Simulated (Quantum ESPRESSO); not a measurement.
Crystal: WC.

```
W C
1.0
     0.00000    2.19268    2.19268
     2.19268    0.00000    2.19268
     2.19268    2.19268    0.00000
W C
1 1
Direct
  0.00000 0.00000 0.00000
  0.50000 0.50000 0.50000
```

Measurements of this composition are mostly on another form, of space group No. 187.

* Program: Quantum ESPRESSO 7.5
* Task: phonon dispersion
* Functional: PBE
* Potentials or basis: GBRV 1.5 PBE
* Cutoff: 762 eV
* Density cutoff: 6095 eV
* k mesh: 8 × 8 × 8
* Occupations: cold, width 0.2 eV
* Spin: no spin polarisation
* Mixing beta: 0.5
* Most SCF iterations: 120
* SCF threshold: 4e-10 Ry
* q mesh: 2 × 2 × 2

The cell and the atoms were relaxed first, to 10.53 Å³/atom (a = 3.100 Å, b = 3.100 Å, c = 3.100 Å, α = 60.00°, β = 60.00°, γ = 60.00°), and the response was taken there.

**Question.** Is this structure dynamically stable at this level, and how far does the spectrum reach?

**Answer.** No: the interpolated spectrum has imaginary modes, down to 167i cm⁻¹ near X. The highest frequency is 673 cm⁻¹.

Phonon frequencies at the corners of the path (cm⁻¹, interpolated; i marks imaginary ones):
| point | frequencies |
| --- | --- |
| Γ | 0 0 0 402 402 402 |
| X | 167i 44i 44i 507 513 513 |
| W | 111i 111i 91 555 559 559 |
| K | 134i 40i 61 541 555 569 |
| L | 37i 37i 115 598 598 673 |
| U | 134i 40i 61 541 555 569 |

Phonon states per cell in windows of 50 cm⁻¹ (negative: imaginary):
| from (cm⁻¹) | total | W | C |
| --- | --- | --- | --- |
| -200 | 0.02 | 0.02 | 0.00 |
| -150 | 0.29 | 0.27 | 0.01 |
| -100 | 0.68 | 0.67 | 0.01 |
| -50 | 0.69 | 0.68 | 0.01 |
| 0 | 0.43 | 0.42 | 0.01 |
| 50 | 0.81 | 0.81 | 0.01 |
| 100 | 0.09 | 0.09 | 0.00 |
| 150 | 0.00 | 0.00 | 0.00 |
| 200 | 0.00 | 0.00 | 0.00 |
| 250 | 0.00 | 0.00 | 0.00 |
| 300 | 0.00 | 0.00 | 0.00 |
| 350 | 0.00 | 0.00 | 0.00 |
| 400 | 0.04 | 0.00 | 0.04 |
| 450 | 0.16 | 0.00 | 0.16 |
| 500 | 0.97 | 0.02 | 0.95 |
| 550 | 1.50 | 0.02 | 1.48 |
| 600 | 0.30 | 0.00 | 0.30 |
| 650 | 0.03 | 0.00 | 0.03 |

A q mesh this small can miss soft modes between its points.

Caveat: the mesh is thin for the phonons of a metal; some modes are imaginary; the q mesh is small, so phonon branches between its points and thermal values are rough.
